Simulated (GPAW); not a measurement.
# Ga (P2_1/m) in GPAW: further runs

The runs below take Ga through relaxation of cell and atoms, with PBEsol.

Program: GPAW 26.7.0. These are calculated values, not measurements. Logs are shortened: lines on timing, memory, paths and dates and some standing lists are left out, and cuts for length are marked. The log counts tension as positive stress, the text compression.

### 1 The structure

It takes space group P2_1/m (No. 11, monoclinic). Conventional cell: a = 2.778 Å, b = 3.282 Å, c = 4.210 Å, α = 90.00°, β = 108.61°, γ = 90.00°. Ga (site symmetry m) has 8 Ga at 2.71 to 2.84 Å as nearest neighbours.

This isn't the form of Ga at room conditions, which is orthorhombic.

### 2 Relaxation of cell and atoms, PBEsol, target pressure 5 GPa, at which the enthalpy is minimised

run.py reads:

```python
from ase import Atoms
from ase.filters import FrechetCellFilter
from ase.io import write
from ase.optimize import BFGS
from ase.units import GPa
from gpaw import GPAW, PW, setup_paths

setup_paths.insert(0, '.')

atoms = Atoms(['Ga', 'Ga'],
              cell=[[2.7784220849, 0.0, 0.0],
                    [0.0, 3.28160879, 0.0],
                    [-1.3434310986, 0.0, 3.9902731763]],
              scaled_positions=[[0.13459627, 0.75, 0.77016683],
                                [0.86540373, 0.25, 0.22983317]],
              pbc=True)

calc = GPAW(mode=PW(600),
            xc='PBEsol',
            kpts={'size': (9, 7, 6), 'gamma': True},
            occupations={'name': 'fermi-dirac', 'width': 0.05},
            nbands=10,
            convergence={'density': 1e-05, 'forces': 0.0001},
            maxiter=150,
            txt='gpaw.txt')
atoms.calc = calc
opt = BFGS(FrechetCellFilter(atoms, scalar_pressure=5 * GPa), trajectory='relax.traj', logfile='-')
done = opt.run(fmax=0.02, steps=60)
calc.write('gs.gpw')
write('result.traj', atoms)
print('Converged:', done)
print('Cell:', atoms.cell.cellpar().round(4))
print('Volume:', round(atoms.get_volume(), 4))
print(atoms.get_scaled_positions().round(5))
```

Potentials or basis: PAW data sets generated in the run's folder for this functional, pw.

Started as:

```bash
$ gpaw-setup -f PBEsol Ga
$ OMP_NUM_THREADS=1 python run.py
```

gpaw.txt:

```text
__  _  _
 | _ |_)|_||  |
 |__||  | ||/\| - 26.7.0

Input parameters:
  mode=PW(ecut=600.0),
  convergence={'density': 1e-05, 'forces': 0.0001},
  kpts=MonkhorstPack(size=(9, 7, 6), gamma=True),
  maxiter=150,
  nbands=10,
  occupations=Occupations(name='fermi-dirac', width=0.05),
  xc=XC(name='PBEsol')

Diagonalizing LCAO Hamiltonian
Converting LCAO to pw mode

        Ga

              Ga

Atoms  # Å, Bohr magnetons
|   | symbol |         x |        y |        z |    initial magnetic moments |
|---|--------|-----------|----------|----------|-----------------------------|
| 0 |     Ga | -0.660701 | 2.461207 | 3.073176 | ( 0.0000,  0.0000,  0.0000) |
| 1 |     Ga |  2.095692 | 0.820402 | 0.917097 | ( 0.0000,  0.0000,  0.0000) |

Unit cell  # Å
| periodic |         x |        y |        z |  lengths |     angles |
|----------|-----------|----------|----------|----------|------------|
|      yes |  2.778422 | 0.000000 | 0.000000 | 2.778422 |  90.000000 |
|      yes |  0.000000 | 3.281609 | 0.000000 | 3.281609 | 108.607169 |
|      yes | -1.343431 | 0.000000 | 3.990273 | 4.210355 |  90.000000 |

Number of symmetries: 2
Symmetry operations  # r_c * U_cc + t_c -> r_c
|   | kind |            matrix            |
|---|------|------------------------------|
| 0 |  E   |  1, 0, 0,  0, 1, 0,  0, 0, 1 |
| 1 |  i   | -1, 0, 0,  0,-1, 0,  0, 0,-1 |
[... 109 lines left out ...]
SCF iterations
|iter     | |      energy | eigst |  dens |force |
|---------|-|-------------|-------|-------|------|
|iter:   1| |   -6.674106 | -0.90 |       |      |
|iter:   2| |   -6.673074 | -3.23 | -1.06 |      |
|iter:   3| |   -6.661058 | -3.54 | -1.08 |      |
|iter:   4| |   -6.660287 | -4.14 | -1.60 |      |
|iter:   5| |   -6.660289c| -5.64 | -2.69 |      |
|iter:   6| |   -6.660289c| -6.71 | -3.29 |      |
|iter:   7| |   -6.660289c| -7.73c| -4.11 |      |
|iter:   8| |   -6.660289c| -8.55c| -4.54 |      |
|iter:   9| |   -6.660289c| -9.72c| -5.83c|      |
|iter:  10| |   -6.660289c|-10.50c| -6.47c|-5.42c|

Converged in 10 steps
Energy contributions relative to reference atoms: (reference = -105688.870787)

Energy contributions:
  Kinetic:          20.510949
  Coulomb:         -16.382803
  Zero:              0.013725
  External:          0.000000
  Xc:              -10.798789
  Entropy:          -0.006743
  Spinorbit:         0.000000
  ----------------------------
  Free energy:      -6.663661
  Extrapolated:     -6.660289
[... 40 lines left out ...]
Atoms  # Å, Bohr magnetons
|   | symbol |         x |        y |        z |    initial magnetic moments |
|---|--------|-----------|----------|----------|-----------------------------|
| 0 |     Ga | -0.658263 | 2.451179 | 3.057250 | ( 0.0000,  0.0000,  0.0000) |
| 1 |     Ga |  2.090043 | 0.817060 | 0.914121 | ( 0.0000,  0.0000,  0.0000) |

Unit cell  # Å
| periodic |         x |        y |        z |  lengths |     angles |
|----------|-----------|----------|----------|----------|------------|
|      yes |  2.770601 | 0.000000 | 0.000577 | 2.770601 |  90.000000 |
|      yes |  0.000000 | 3.268238 | 0.000000 | 3.268238 | 108.620495 |
|      yes | -1.338822 | 0.000000 | 3.970795 | 4.190424 |  90.000000 |

Number of symmetries: 2
Symmetry operations  # r_c * U_cc + t_c -> r_c
|   | kind |            matrix            |
|---|------|------------------------------|
| 0 |  E   |  1, 0, 0,  0, 1, 0,  0, 0, 1 |
| 1 |  i   | -1, 0, 0,  0,-1, 0,  0, 0,-1 |
[... 175 lines left out ...]
Atoms  # Å, Bohr magnetons
|   | symbol |         x |        y |        z |    initial magnetic moments |
|---|--------|-----------|----------|----------|-----------------------------|
| 0 |     Ga | -0.645069 | 2.396567 | 2.969059 | ( 0.0000,  0.0000,  0.0000) |
| 1 |     Ga |  2.060513 | 0.798855 | 0.897338 | ( 0.0000,  0.0000,  0.0000) |

Unit cell  # Å
| periodic |         x |         y |        z |  lengths |     angles |
|----------|-----------|-----------|----------|----------|------------|
|      yes |  2.729331 | -0.000001 | 0.004044 | 2.729334 |  89.999969 |
[... 45 lines left out ...]
[... 295 lines left out ...]
convergence criteria:
- Maximum integral of absolute [dens]ity change: 1e-05 electrons / valence electron
- Maximum change in the atomic [forces] across last 2 cycles: 0.0001 eV/Ang OR
Maximum error relative to the maximum force is below inf
- Maximum [total energy] change in last 3 cyles: 0.0005 eV / valence electron
- Maximum integral of absolute [eigenst]ate change: 4e-08 eV^2 / valence electron
maximum number of iterations: 150

SCF iterations
|iter     | |      energy | eigst |  dens |force |
|---------|-|-------------|-------|-------|------|
|iter:   1| |   -6.628616 | -5.02 |       |      |
|iter:   2| |   -6.628615 | -7.61c| -3.05 |      |
|iter:   3| |   -6.628605c| -6.91 | -3.07 |      |
|iter:   4| |   -6.628604c| -7.59c| -3.68 |      |
|iter:   5| |   -6.628604c| -8.69c| -4.67 |      |
|iter:   6| |   -6.628604c| -9.03c| -5.14c|      |
|iter:   7| |   -6.628604c| -9.60c| -6.15c|-4.92c|

Converged in 7 steps
Energy contributions relative to reference atoms: (reference = -105688.870787)

Energy contributions:
  Kinetic:          28.096893
  Coulomb:         -22.566541
  Zero:              0.016886
  External:          0.000000
  Xc:              -12.173288
  Entropy:          -0.005109
  Spinorbit:         0.000000
  ----------------------------
  Free energy:      -6.631159
  Extrapolated:     -6.628604
[... 168 lines left out ...]
SCF iterations
|iter     | |      energy | eigst |  dens |force |
|---------|-|-------------|-------|-------|------|
|iter:   1| |   -6.627399 | -4.36 |       |      |
|iter:   2| |   -6.627396 | -7.28 | -2.80 |      |
|iter:   3| |   -6.627374c| -6.58 | -2.82 |      |
|iter:   4| |   -6.627372c| -7.26 | -3.41 |      |
|iter:   5| |   -6.627372c| -8.29c| -4.48 |      |
|iter:   6| |   -6.627372c| -8.74c| -4.99 |      |
|iter:   7| |   -6.627372c| -9.35c| -5.81c|      |
|iter:   8| |   -6.627372c|-10.13c| -6.28c|-4.99c|

Converged in 8 steps
Energy contributions relative to reference atoms: (reference = -105688.870787)

Energy contributions:
  Kinetic:          28.267828
  Coulomb:         -22.706873
  Zero:              0.016972
  External:          0.000000
  Xc:              -12.202771
  Entropy:          -0.005056
  Spinorbit:         0.000000
  ----------------------------
  Free energy:      -6.629900
  Extrapolated:     -6.627372
[... 1918 lines left out ...]
SCF iterations
|iter     | |      energy | eigst |  dens |force |
|---------|-|-------------|-------|-------|------|
|iter:   1| |   -6.629426 | -4.05 |       |      |
|iter:   2| |   -6.629411 | -6.85 | -2.61 |      |
|iter:   3| |   -6.629340c| -5.77 | -2.65 |      |
|iter:   4| |   -6.629339c| -7.54c| -3.43 |      |
|iter:   5| |   -6.629339c| -8.04c| -3.95 |      |
|iter:   6| |   -6.629339c| -8.67c| -4.74 |      |
|iter:   7| |   -6.629339c| -9.43c| -5.58c|      |
|iter:   8| |   -6.629339c|-10.09c| -6.23c|-5.34c|

Converged in 8 steps
Energy contributions relative to reference atoms: (reference = -105688.870787)

Energy contributions:
  Kinetic:          28.133163
  Coulomb:         -22.580438
  Zero:              0.017902
  External:          0.000000
  Xc:              -12.197255
  Entropy:          -0.005423
  Spinorbit:         0.000000
  ----------------------------
  Free energy:      -6.632051
  Extrapolated:     -6.629339
[... 354 lines left out ...]
convergence criteria:
- Maximum integral of absolute [dens]ity change: 1e-05 electrons / valence electron
- Maximum change in the atomic [forces] across last 2 cycles: 0.0001 eV/Ang OR
Maximum error relative to the maximum force is below inf
- Maximum [total energy] change in last 3 cyles: 0.0005 eV / valence electron
- Maximum integral of absolute [eigenst]ate change: 4e-08 eV^2 / valence electron
maximum number of iterations: 150

SCF iterations
|iter     | |      energy | eigst |  dens |force |
|---------|-|-------------|-------|-------|------|
|iter:   1| |   -6.630178 | -5.18 |       |      |
|iter:   2| |   -6.630177 | -7.95c| -3.16 |      |
|iter:   3| |   -6.630170c| -6.90 | -3.20 |      |
|iter:   4| |   -6.630170c| -7.61c| -4.00 |      |
|iter:   5| |   -6.630170c| -8.18c| -4.51 |      |
|iter:   6| |   -6.630170c| -9.15c| -5.26c|      |
|iter:   7| |   -6.630170c| -9.90c| -6.24c|-5.19c|

Converged in 7 steps
Energy contributions relative to reference atoms: (reference = -105688.870787)

Energy contributions:
  Kinetic:          28.057504
  Coulomb:         -22.520568
  Zero:              0.017924
  External:          0.000000
  Xc:              -12.182338
  Entropy:          -0.005384
  Spinorbit:         0.000000
  ----------------------------
  Free energy:      -6.632862
  Extrapolated:     -6.630170
[... 222 lines left out ...]
Forces  # eV/Ang
|        x |        y |        z |
|----------|----------|----------|
|  0.01169 |  0.00000 |  0.00414 |  # Ga   0
| -0.01169 | -0.00000 | -0.00414 |  # Ga   1

# Writing to gs.gpw (mode='')
```

It took 5.8 min on 1 thread of Arm Neoverse V2, shared host; peak memory 0.34 GiB.

What came out:

```
Free energy                                            : -6.6315 eV
Relaxed volume                                         : 16.98 Å³/atom
Relaxed cell                                           : a = 2.700 Å, b = 3.287 Å, c = 4.045 Å, α = 90.00°, β = 108.90°, γ = 90.00°
Space group after relaxing (to 0.05 Å)                 : P2_1/m (No. 11)
Energy change on relaxing (the enthalpy is what falls) : +15.7 meV/atom
Ionic steps                                            : 19
Pressure after relaxing                                : 5.0 GPa
Largest force after relaxing                           : 0.012 eV/Å
Band gap on the k mesh                                 : none (metal or under the smearing width)
```

Forces in eV/Å, atoms in the order of the input:
```
Ga   0.012  0.000  0.004
Ga  -0.012  0.000 -0.004
```

Step by step:
| step | energy change (eV) | largest force (eV/Å) | pressure (GPa) | volume (Å³) |
| --- | --- | --- | --- | --- |
| 1 | 0.0000 | 0.0706 | 0.18 | 36.38 |
| 2 | 0.0006 | 0.0575 | 0.89 | 35.96 |
| 3 | 0.0427 | 0.0235 | 5.87 | 33.70 |
| 4 | 0.0307 | 0.0081 | 4.91 | 34.06 |
| 5 | 0.0317 | 0.0081 | 5.00 | 34.03 |
| 6 | 0.0329 | 0.0056 | 5.12 | 33.98 |
| 7 | 0.0337 | 0.0012 | 5.19 | 33.95 |
| 8 | 0.0331 | 0.0095 | 5.15 | 33.97 |
| 9 | 0.0318 | 0.0145 | 5.03 | 34.01 |
| 10 | 0.0308 | 0.0166 | 4.93 | 34.04 |
| 11 | 0.0290 | 0.0221 | 4.74 | 34.10 |
| 12 | 0.0160 | 0.0937 | 2.74 | 35.03 |
| 13 | 0.0392 | 0.0194 | 5.56 | 33.77 |
| 14 | 0.0269 | 0.0440 | 4.59 | 34.12 |
| 15 | 0.0315 | 0.0302 | 4.99 | 33.97 |
| 16 | 0.0309 | 0.0246 | 4.95 | 33.99 |
| 17 | 0.0300 | 0.0099 | 4.89 | 34.01 |
| 18 | 0.0301 | 0.0096 | 4.90 | 34.01 |
| 19 | 0.0314 | 0.0124 | 5.03 | 33.96 |

Final structure:
```
Ga
1.0
     2.69991    0.00001   -0.00152
     0.00001    3.28682    0.00000
    -1.30785    0.00000    3.82757
Ga
2
Direct
  0.13538 0.75000 0.76724
  0.86462 0.25000 0.23276
```

Caveat: later steps reuse the first step's grids.

(Part 1 of 2 ends here.)
